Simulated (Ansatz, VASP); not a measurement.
## One calculation of Si3N4, two programs

```
Si N
1.0
     0.00000    3.83825    3.83825
     3.83825    0.00000    3.83825
     3.83825    3.83825    0.00000
Si N
6 8
Direct
  0.12500 0.12500 0.12500
  0.62500 0.12500 0.12500
  0.12500 0.12500 0.62500
  0.12500 0.62500 0.12500
  0.50000 0.50000 0.50000
  0.75000 0.75000 0.75000
  0.88222 0.88222 0.88222
  0.89666 0.36778 0.36778
  0.88222 0.88222 0.35334
  0.36778 0.89666 0.36778
  0.35334 0.88222 0.88222
  0.36778 0.36778 0.36778
  0.88222 0.35334 0.88222
  0.36778 0.36778 0.89666
```

Alike in both runs: task electric field gradients; functional PBE; k mesh 4 × 4 × 4; no spin polarisation.

|  | VASP | Ansatz |
| --- | --- | --- |
| version | VASP 6.6.1 | Ansatz 0.2.0 |
| potentials or method | VASP PAW PBE potentials, release 64 (Si, N) | plane-wave PAW, scalar-relativistic |
| plane-wave cutoff (eV) | 520 | 420 |
| occupations | gaussian, width 0.01 eV | fixed |
| valence electrons in the cell | 64 | 64 |

```csv
,VASP,Ansatz,Ansatz less VASP
gap on the k mesh at the Fermi level (eV),3.53,3.54,+0.012
rms of the force components (eV/Å),0.003,0.000,-0.0031
Vzz of the field gradient on the site that differs most (V/Å²),-1.0,2.2,+3.21
```

Atom by atom the forces differ by 0.003 eV/Å (rms over components).
